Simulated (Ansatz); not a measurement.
# SiGeO4 (built on the sites of a database entry of SiO2): following an unstable mode

Wanted: the energy along a soft mode of SiGeO4 (built on the sites of a database entry of SiO2) and the structure at the end.

Program: Ansatz 0.2.0. Level of theory: DFT PBEsol, scalar-relativistic, plane waves, PseudoDojo norm-conserving pseudopotentials. Results are calculated unless marked as measured.

Report form: the programs' logs are mostly left out.

The structure was built from a prototype and need not be the compound's stable phase.

## Step 1: Starting point

It takes space group F-43m (No. 216, cubic). The conventional cell has a = 7.676 Å, b = 7.676 Å, c = 7.676 Å, α = 90.00°, β = 90.00°, γ = 90.00°. Nearest to Si lie 4 O at 1.61 Å. Nearest to Ge lie 4 O at 1.72 Å. O has 1 Si at 1.61 Å and 1 Ge at 1.72 Å nearest. Farther neighbours and most contacts between anions are not listed.

## Step 2: Phonons on a q mesh

The cell comes from relaxations at this level that are not shown. Stability and thermal properties need the whole zone. Linear response on a 2×2×2 q mesh gives force constants as far as a supercell of that size would, and the tensors from the zone-centre run are typed in so that the long-range dipole term is interpolated apart.

input.yaml

```yaml
crystal:
  lattice:
    - [0.0, 3.8379174859, 3.8379174859]
    - [3.8379174859, 0.0, 3.8379174859]
    - [3.8379174859, 3.8379174859, 0.0]
  atoms:
    - { symbol: Si, position: [0.0, 0.0, 0.0] }
    - { symbol: Ge, position: [0.25, 0.25, 0.25] }
    - { symbol: O, position: [0.1209006003, 0.1209006003, 0.1209006003] }
    - { symbol: O, position: [0.6372981992, 0.1209006003, 0.1209006003] }
    - { symbol: O, position: [0.1209006003, 0.1209006003, 0.6372981992] }
    - { symbol: O, position: [0.1209006003, 0.6372981992, 0.1209006003] }
kpoints:
  mp_grid: { grid: [4, 4, 4] }
hamiltonian:
  xc: pbesol
  pseudopotentials: { kind: nc, accuracy: standard }
scf:
  occupations: { method: fixed }
output:
  eigenvalues: true
phonons:
  method: dfpt
  qmesh: [2, 2, 2]
  temperatures: { t_max: 1000, t_step: 50 }
  qpath:
    path:
      - [[0.0, 0.0, 0.0], [-0.5, -0.5, 0.0], [-0.375, -0.375, 0.25]]
      - [[-0.375, 0.0, 0.375], [0.0, 0.0, 0.0], [0.0, 0.0, 0.5], [-0.5, -0.25, 0.25], [-0.5, -0.5, 0.0]]
    npoints: 10
  non_analytic_term:
    high_frequency_dielectric_tensor: [[2.1815, 0.0, 0.0], [0.0, 2.1815, 0.0], [0.0, 0.0, 2.1815]]
    born_effective_charges:
      - { species: Si, tensor: [[3.641, 0.0, 0.0], [0.0, 3.641, 0.0], [0.0, 0.0, 3.641]] }
      - { species: Ge, tensor: [[3.5445, 0.0, 0.0], [0.0, 3.5445, 0.0], [0.0, 0.0, 3.5445]] }
      - { species: O, tensor: [[-1.7964, -0.8221, -0.8221], [-0.8221, -1.7964, -0.8221], [-0.8221, -0.8221, -1.7964]] }
      - { species: O, tensor: [[-1.7964, 0.8221, 0.8221], [0.8221, -1.7964, -0.8221], [0.8221, -0.8221, -1.7964]] }
      - { species: O, tensor: [[-1.7964, -0.8221, 0.8221], [-0.8221, -1.7964, 0.8221], [0.8221, 0.8221, -1.7964]] }
      - { species: O, tensor: [[-1.7964, 0.8221, -0.8221], [0.8221, -1.7964, 0.8221], [-0.8221, 0.8221, -1.7964]] }
    source: "zone-centre run at this cell"
```

The run is started by

```bash
$ ansatz run input.yaml --threads 8 --pin off --max-ram 14336MiB --backend cpu --events-out ev --progress --plain --runs-dir out
```

Wall time 38 s (8 threads of AMD EPYC 9R45, shared host); peak memory 2.2 GiB.

A gap read on the k-mesh alone can miss the band edges.

This step gave:

| Item | Value |
| --- | --- |
| gap on the k-mesh | 4.310 eV |
| volume per atom | 18.84 Å³ |
| sum-rule residual before enforcement | 1.30e-4 eV/Å² |
| lowest frequency on the path | -124.4 cm⁻¹ |
| point group | -43m |
| highest frequency on the path or at a solved wavevector | 1211 cm⁻¹ |
| highest optical mode at the zone centre (no LO-TO term) | 1145 cm⁻¹ |
| lowest optical zone-centre mode | -124.4 cm⁻¹ |
| lowest mode on the q mesh (acoustic modes at Γ apart) | -124.4 cm⁻¹ |

Frequencies (cm⁻¹) solved at each irreducible wavevector; negative means imaginary. Frequencies by wavevector, by row:

| q in reciprocal lattice units | star | mode 1 | mode 2 | mode 3 | mode 4 | mode 16 | mode 17 | mode 18 |
| --- | --- | --- | --- | --- | --- | --- | --- | --- |
| 0 0 0 | 1 | -124.4 | -124.4 | -124.4 | 0 | 1051 | 1051 | 1145 |
| 0 0 -0.5 | 4 | -124.4 | -56.5 | -56.5 | 177.3 | 1051 | 1139 | 1200 |
| 0 -0.5 -0.5 | 3 | -83.8 | -83.8 | 150.7 | 204.6 | 1052 | 1142 | 1211 |

Interpolated from a 2×2×2 q mesh, with the LO-TO term (at Γ the limit along the path; where Γ stands inside the path, tables give the limit on arrival). Phonon branches along the path, in cm⁻¹:

| point | branch 1 | branch 2 | branch 3 | branch 4 | branch 15 | branch 16 | branch 17 | branch 18 |
| --- | --- | --- | --- | --- | --- | --- | --- | --- |
| Γ | -124 | -124 | -124 | 0 | 1051 | 1051 | 1145 | 1188 |
| halfway | -96 | -96 | -35 | 117 | 1051 | 1051 | 1142 | 1200 |
| X | -84 | -84 | 151 | 205 | 1052 | 1052 | 1142 | 1211 |
| halfway | -85 | -45 | 145 | 188 | 1052 | 1055 | 1140 | 1208 |
| U | -90 | 102 | 130 | 161 | 1052 | 1059 | 1139 | 1202 |
| jump to K | -90 | 102 | 130 | 161 | 1052 | 1059 | 1139 | 1202 |
| halfway | -111 | -58 | 51 | 73 | 1051 | 1054 | 1140 | 1195 |
| Γ | -124 | -124 | -124 | 0 | 1051 | 1051 | 1145 | 1188 |
| halfway | -124 | -80 | -80 | 91 | 1051 | 1051 | 1142 | 1194 |
| L | -124 | -56 | -56 | 177 | 1051 | 1051 | 1139 | 1200 |
| halfway | -91 | 33 | 116 | 163 | 1052 | 1058 | 1138 | 1198 |
| W | 78 | 78 | 108 | 136 | 1054 | 1059 | 1138 | 1200 |
| halfway | -50 | -48 | 139 | 173 | 1053 | 1056 | 1140 | 1206 |
| X | -84 | -84 | 151 | 205 | 1052 | 1052 | 1142 | 1211 |

Symmetry leaves 3 wavevectors to solve. The lowest mode among them, the acoustic zeros apart, lies at Γ and is imaginary, 124.4i cm⁻¹, so the energy falls along it.

## Step 3: The mode frozen in, largest atomic shift 0 Å

The mode followed lies at Γ with frequency 124.4i cm⁻¹ and is 3-fold degenerate, the softest among the wavevectors solved. At small amplitude the distorted cell has space group no. 146 by a symmetry search on the positions. The undistorted cell that holds it gives the zero of energy on the same k mesh.

input.yaml, the sections that differ from step 2:

```yaml
scf:
  occupations: { method: gaussian, width: 0.02 }
output:
  forces: true
  stress: true
  eigenvalues: true
# crystal, kpoints, hamiltonian: as in step 2
# phonons: removed
```

The job ended after 0.63 s (8 threads; peak memory 0.86 GiB).

Numbers from this step:

```yaml
pressure: -9.32e-4 GPa
energy_from_the_undistorted_cell: 0 meV/atom
```

At this level the gap is 4.31 eV on the k-mesh of the self-consistent run, which can miss the band edges.

## Step 4: The mode frozen in, largest atomic shift 0.32 Å

The atoms are moved along the unstable eigenvector, the largest shift by 0.32 Å, with the cell fixed.

input.yaml, the sections that differ from step 3:

```yaml
crystal:
  lattice:
    - [0.0, 3.8379174859, 3.8379174859]
    - [3.8379174859, 0.0, 3.8379174859]
    - [3.8379174859, 3.8379174859, 0.0]
  atoms:
    - { symbol: Si, position: [0.0, 0.0, 0.0] }
    - { symbol: Ge, position: [0.25, 0.25, 0.25] }
    - { symbol: O, position: [0.1209006003, 0.1798581393, 0.0619430612] }
    - { symbol: O, position: [0.6372981992, 0.1209006003, 0.1209006003] }
    - { symbol: O, position: [0.1209006003, 0.0619430612, 0.6372981992] }
    - { symbol: O, position: [0.1209006003, 0.6372981992, 0.1798581393] }
# kpoints, hamiltonian, scf, output: as in step 3
```

It took 1 s on 8 threads; peak memory 0.97 GiB.

Numbers from this step:

| Item | Value |
| --- | --- |
| pressure | -4.075 GPa |
| gap on the k-mesh | 4.067 eV |
| energy from the undistorted cell | -8.221 meV/atom |

The energy, extrapolated to zero smearing, is -8.22 meV/atom against the undistorted cell.

The run ends at a pressure of -4.07 GPa, with forces up to 0.63 eV/Å.

## Step 5: Energy along the mode, all amplitudes (two of the runs are shown above)

An imaginary frequency means negative curvature, so the energy should fall and then rise again as anharmonic terms take over.

This step gave:

```yaml
depth_at_the_lowest_point_sampled: 8.221 meV/atom
largest_atomic_shift_at_that_point: 0.32 Å
```

Energy from the parent against largest atomic shift:

| largest atomic shift (Å) | energy from the parent (meV/atom) |
| --- | --- |
| 0.000 | 0 |
| 0.040 | -0.36 |
| 0.080 | -1.39 |
| 0.140 | -3.87 |
| 0.220 | -7.50 |
| 0.320 | -8.22 |
| 0.450 | 8.57 |

Displacement at unit largest shift by atom:

| atom | x (Å) | y (Å) | z (Å) | size |
| --- | --- | --- | --- | --- |
| Si1 | 0.000 | 0.000 | 0.000 | 0.000 |
| Ge2 | 0.000 | 0.000 | 0.000 | 0.000 |
| O3 | 0.000 | -0.707 | 0.707 | 1.000 |
| O4 | 0.000 | 0.000 | 0.000 | 0.000 |
| O5 | -0.707 | 0.000 | -0.707 | 1.000 |
| O6 | 0.707 | 0.707 | 0.000 | 1.000 |

The lowest of the steps tried is at 0.32 Å, 8.22 meV/atom below the parent; the bottom of the well need not coincide with a step.

## Step 6: Relaxation from the frozen mode

Starting from the lowest point found, all atoms and the cell are let go, so that strain and other modes of the same symmetry can join in.

input.yaml, as its differences from that of step 4:

```diff
@@ -18,3 +18,3 @@
 scf:
-  occupations: { method: gaussian, width: 0.02 }
+  occupations: { method: fixed }
 output:
@@ -23 +23,6 @@
   eigenvalues: true
+relax:
+  adjacent_minimum: "off"
+  f_tol: 0.002
+  max_steps: 120
+  cell: { stress_tol: 0.03 }
```

Elapsed: 10 s, on 8 threads; peak memory 1.1 GiB; 74 s of CPU time.

Relaxation path:

| step | energy less that of the first step (eV) | largest force component (eV/Å) | pressure (GPa) | volume (Å³) |
| --- | --- | --- | --- | --- |
| 1 | 0.0000 | 0.3627 | -4.07 | 113.06 |
| 2 | -0.0625 | 0.2200 | -2.06 | 110.66 |
| 3 | -0.1090 | 0.2103 | 0.72 | 107.02 |
| 4 | -0.1355 | 0.2445 | 1.26 | 105.15 |
| 5 | -0.2070 | 0.0350 | -0.53 | 99.92 |
| 6 | -0.2083 | 0.0458 | -0.18 | 99.45 |
| 7 | -0.2085 | 0.0085 | -0.02 | 99.21 |
| 8 | -0.2086 | 0.0027 | 0.00 | 99.19 |
| 9 | -0.2086 | 0.0003 | 0.00 | 99.18 |
| 10* | -0.2077 | 0.0004 | -0.02 | 99.18 |

Relaxation steps marked * repeat the geometry before them on a plane-wave basis chosen anew for their cell, so energy and pressure can jump there.

Forces are held to the 3 operations that the run works with; a distortion that breaks them can't arise in this run.

| conventional cell, symmetrised | before | after | change |
| --- | --- | --- | --- |
| a (Å) | 5.428 | 5.076 | -6.5 % |
| b (Å) | 5.428 | 5.076 | -6.5 % |
| c (Å) | 13.295 | 13.333 | +0.3 % |
| volume (Å³/atom) | 18.84 | 16.53 | -12.3 % |

The atoms that moved most (Å, as changes of fractional coordinates times the final cell):

| atom | dx | dy | dz | length |
| --- | --- | --- | --- | --- |
| O6 | 0.219 | 0.214 | 0.013 | 0.306 |
| O3 | -0.013 | -0.219 | 0.214 | 0.306 |
| O5 | -0.214 | 0.013 | -0.219 | 0.306 |
| Si1 | 0.005 | -0.005 | -0.005 | 0.009 |

The relaxed structure:

```xyz
6
Lattice="-0.1731 3.7625 3.7625 3.5894 0.0000 3.5894 3.5894 3.5894 0.0000" Properties=species:S:1:pos:R:3 pbc="T T T"
Si    0.0051   -0.0051   -0.0051
Ge    1.7530    1.8364    1.8364
O     0.8339    0.4583    1.3142
O     0.7588    2.8306    2.8306
O     2.2752    2.7555    0.4583
O     3.1311    1.3142    2.7555
```

This step gave:

| Quantity | Value |
| --- | --- |
| pressure | -0.02325 GPa |
| gap on the k-mesh | 4.479 eV |
| volume per atom | 16.53 Å³ |

The distorted start has space group R3; the relaxation ends in R3.

## Step 7: The new phase in its own primitive cell

The relaxed structure is symmetrised, reduced to its primitive cell and relaxed tightly, as its phonons need.

input.yaml

```yaml
crystal:
  lattice:
    - [2.5380785395, 1.465360328, 4.4444719694]
    - [-2.5380785395, 1.465360328, 4.4444719694]
    - [0.0, -2.930720656, 4.4444719694]
  atoms:
    - { symbol: Si, position: [0.0006687489, 0.0006687489, 0.0006687489] }
    - { symbol: Ge, position: [0.2502002505, 0.2502002505, 0.2502002505] }
    - { symbol: O, position: [0.9998786969, 0.2383276598, 0.6398703093] }
    - { symbol: O, position: [0.1210543346, 0.1210543346, 0.1210543346] }
    - { symbol: O, position: [0.6398703093, 0.9998786969, 0.2383276598] }
    - { symbol: O, position: [0.2383276598, 0.6398703093, 0.9998786969] }
kpoints:
  mp_grid: { grid: [6, 6, 6] }
hamiltonian:
  xc: pbesol
  pseudopotentials: { kind: nc, accuracy: standard }
scf:
  occupations: { method: fixed }
output:
  forces: true
  stress: true
  eigenvalues: true
relax:
  adjacent_minimum: "off"
  f_tol: 0.001
  max_steps: 60
  cell: { stress_tol: 0.01 }
```

The job ended after 14 s (8 threads; peak memory 1.2 GiB).

Little changed from the start: no atom moved by 0.005 Å and no cell edge by 0.1 %.

Numbers from this step:

* pressure: -5.45e-4 GPa
* gap on the k-mesh: 4.409 eV
* volume per atom: 16.52 Å³
* direct gap on mesh: 4.487 eV

The largest force component left is 0.062 meV/Å and the pressure is -0.001 GPa, within the tolerances set. The cell now holds 16.52 Å³/atom.

## Step 8: Modes of the new phase, k-mesh 6×6×6

A relaxed structure may still be a saddle point, so its zone-centre modes are computed. The response to a homogeneous field gives the Born charges and the dielectric tensor, and its change with displacement the Raman tensors.

input.yaml

```yaml
crystal:
  lattice:
    - [2.537182642, 1.4648430813, 4.4445419474]
    - [-2.537182642, 1.4648430813, 4.4445419474]
    - [0.0, -2.9296861627, 4.4445419474]
  atoms:
    - { symbol: Si, position: [0.0006744649, 0.0006744649, 0.0006744649] }
    - { symbol: Ge, position: [0.2501926174, 0.2501926174, 0.2501926174] }
    - { symbol: O, position: [0.9996180433, 0.2385817559, 0.6398801967] }
    - { symbol: O, position: [0.1210529218, 0.1210529218, 0.1210529218] }
    - { symbol: O, position: [0.6398801967, 0.9996180433, 0.2385817559] }
    - { symbol: O, position: [0.2385817559, 0.6398801967, 0.9996180433] }
kpoints:
  mp_grid: { grid: [6, 6, 6] }
hamiltonian:
  xc: pbesol
  pseudopotentials: { kind: nc, accuracy: standard }
scf:
  occupations: { method: fixed }
output:
  eigenvalues: true
phonons:
  method: dfpt
  dielectric: true
  rigid_motions: translations
  raman: true
```

Wall time 3.3 min (8 threads); peak memory 5.1 GiB; 24 min of CPU time.

This step gave:

| Property | Result |
| --- | --- |
| sum-rule residual before enforcement | 1.86e-4 eV/Å² |
| miss of the charge sum rule | 1.77e-5 e |
| point group | 3 |
| highest optical mode at the zone centre (no LO-TO term) | 1084 cm⁻¹ |
| lowest optical zone-centre mode | -55.6 cm⁻¹ |
| mean high-frequency dielectric constant | 2.379 |
| largest Born charge (third of the trace) | 3.428 e |
| top of the zone-centre spectrum with the field | 1187 cm⁻¹ |

Without the LO-TO term. Patterns of degenerate modes are one choice out of their space. Modes at Γ, with each element's share of the kinetic energy (negative means imaginary):

| mode | frequency (cm⁻¹) | symmetry | Si % | Ge % | O % |
| --- | --- | --- | --- | --- | --- |
| 1 | -55.6 | E | 0 | 1 | 99 |
| 2 | -55.6 | E | 0 | 1 | 99 |
| 3 | 0.0 | acoustic | 17 | 44 | 39 |
| 4 | 0.0 | acoustic | 17 | 44 | 39 |
| 5 | 0.0 | acoustic | 17 | 44 | 39 |
| 6 | 288.4 | E | 0 | 16 | 83 |
| 7 | 288.4 | E | 0 | 16 | 83 |
| 8 | 302.4 | A | 0 | 26 | 74 |
| 9 | 360.1 | A | 6 | 3 | 92 |
| 10 | 364.9 | E | 19 | 18 | 63 |
| 11 | 364.9 | E | 19 | 18 | 63 |
| 12 | 594.2 | A | 55 | 25 | 20 |
| 13 | 631.6 | E | 41 | 19 | 40 |
| 14 | 631.6 | E | 41 | 19 | 40 |
| 15 | 974.4 | E | 22 | 2 | 76 |
| 16 | 974.4 | E | 22 | 2 | 76 |
| 17 | 988.8 | A | 15 | 1 | 84 |
| 18 | 1084.0 | A | 7 | 1 | 92 |

Displacements in mode 2 (-55.6 cm⁻¹), the largest set to 1:
```
Si1 -0.04 -0.03  0.00
Ge2  0.06 -0.02  0.00
O3   0.07 -0.34 -0.88
O4  -0.48  1.00  0.00
O5   0.06 -0.22  0.18
O6   0.16 -0.27  0.71
```

Displacements in mode 13 (631.6 cm⁻¹), the largest set to 1:
```
Si1 -0.12  1.00  0.00
Ge2 -0.28 -0.32  0.00
O3   0.75  0.44 -0.19
O4   0.06 -0.15  0.00
O5   0.76 -0.53  0.17
O6  -0.09 -0.05  0.01
```

Optical modes at the zone centre, without and with the macroscopic field of the longitudinal modes; each column is sorted by frequency, so a row need not hold one and the same mode. Modes with and without the field, by row:

| rank among optical modes | no field (cm⁻¹) | q along (1, 0, 0) (cm⁻¹) | q along (0, 0, 1) (cm⁻¹) |
| --- | --- | --- | --- |
| 1 | -55.6 | -55.6 | -55.6 |
| 2 | -55.6 | -53.4 | -55.6 |
| 3 | 288.4 | 288.4 | 288.4 |
| 4 | 288.4 | 302.4 | 288.4 |
| 5 | 302.4 | 311.7 | 329.6 |
| 6 | 360.1 | 360.1 | 364.9 |
| 7 | 364.9 | 364.9 | 364.9 |
| 8 | 364.9 | 392.4 | 399.1 |
| 9 | 594.2 | 594.2 | 594.8 |
| 10 | 631.6 | 631.6 | 631.6 |
| 11 | 631.6 | 647.8 | 631.6 |
| 12 | 974.4 | 974.4 | 974.4 |
| 13 | 974.4 | 988.8 | 974.4 |
| 14 | 988.8 | 1084 | 1032 |
| 15 | 1084 | 1095 | 1187 |

Born charge (rows field, columns displacement) (e), principal values of the symmetric part by kind of site:

| atom | atoms with these values | low | middle | high | mean |
| --- | --- | --- | --- | --- | --- |
| Si1 | 1 | 3.32 | 3.32 | 3.64 | 3.43 |
| Ge2 | 1 | 3.34 | 3.34 | 3.52 | 3.40 |
| O3 | 3 | -2.96 | -1.08 | -0.97 | -1.67 |
| O4 | 1 | -3.50 | -0.97 | -0.97 | -1.81 |

In full for O3:

```
-1.08 -0.01  0.01
 0.18 -2.71  0.63
-0.04  0.66 -1.22
```

High-frequency dielectric tensor:

```
2.38 0.00 0.00
0.00 2.38 0.00
0.00 0.00 2.37
```

Transverse modes; imaginary modes are left out. Infrared lines, with heights relative to the strongest:

| position (cm⁻¹) | label | relative intensity |
| --- | --- | --- |
| 288 | E | 12 |
| 302 | A | 8.9 |
| 360 | A | 4.8 |
| 365 | E | 9.2 |
| 594 | A | 0.2 |
| 632 | E | 11 |
| 974 | E | 100 |
| 989 | A | 39 |
| 1084 | A | 27 |

Activity x (w_L - w)^4 (n + 1)/w, 532 nm, 300 K; imaginary modes are left out; modes without the macroscopic field alone. Raman lines, with heights relative to the strongest:

| position (cm⁻¹) | label | relative intensity |
| --- | --- | --- |
| 288 | E | 8.8 |
| 302 | A | 67 |
| 360 | A | 100 |
| 365 | E | 2.2 |
| 594 | A | 14 |
| 632 | E | 11 |
| 974 | E | 1.4 |
| 989 | A | 3.4 |
| 1084 | A | 2.4 |

Before it was imposed, the acoustic sum rule was missed by 1.9e-4 eV/Å² and the charge sum rule by 1.8e-5 e. Small misses are needed for a sound result but don't prove that mesh and cutoff are converged. The lowest optical mode is imaginary, 55.6i cm⁻¹, so the energy falls along it.

## Step 9: Outcome

| Quantity | Value |
| --- | --- |
| unstable mode of the parent | q = (0, 0, 0), 124i cm⁻¹ |
| depth at the lowest point sampled | 8.22 meV/atom |
| largest atomic shift at that point | 0.32 Å |
| space group reached (within 0.01 Å) | R3 |
| energy gained over the parent (first relaxation, on the mesh of the frozen mode) | 42.8 meV/atom |
| volume per atom, phase reached | 16.5 Å³ |
| gap on the k-mesh, phase reached | 4.41 eV |
| lowest optical zone-centre mode, phase reached | -55.6 cm⁻¹ |
| highest optical mode at the zone centre (no LO-TO term), phase reached | 1084 cm⁻¹ |

**Reading.** Along this mode the structure falls into R3, 42.8 meV/atom below the parent. At the parent's cell the well is 8.221 meV/atom deep on the steps tried, with its lowest point at a shift of 0.32 Å. Relaxing atoms and cell changes the gain by +34.61 meV/atom against the lowest step (energies at zero smearing). Most of the total comes from this relaxation. The new phase still has an imaginary mode at the zone centre of its cell, so it is a saddle point on the way to a lower structure. Of the 4 patterns followed to their end from this parent, this one ends 21.9 meV/atom above the lowest, I-4. Another end point lies within 1 meV/atom; how such a difference moves with mesh and cutoff was not tested. Each path keeps the symmetry of its pattern, so a lower phase may lie along a pattern not tried. The program warns that the interpolation holds no quadrupole term, so branches close to Γ can be off in this crystal. The starting cell was built on a prototype and not taken from a measurement, so the phase need not exist.

[Logs are printed without paths, hosts, clocks, repeated set-up lines and the standing remarks that a program may print on its own settings, such as how far it seeks lower states.]

[Hosts, paths, dates, database ids (printed as entryN), source tags and the programs' standing remarks are cut or masked in the printed files.]
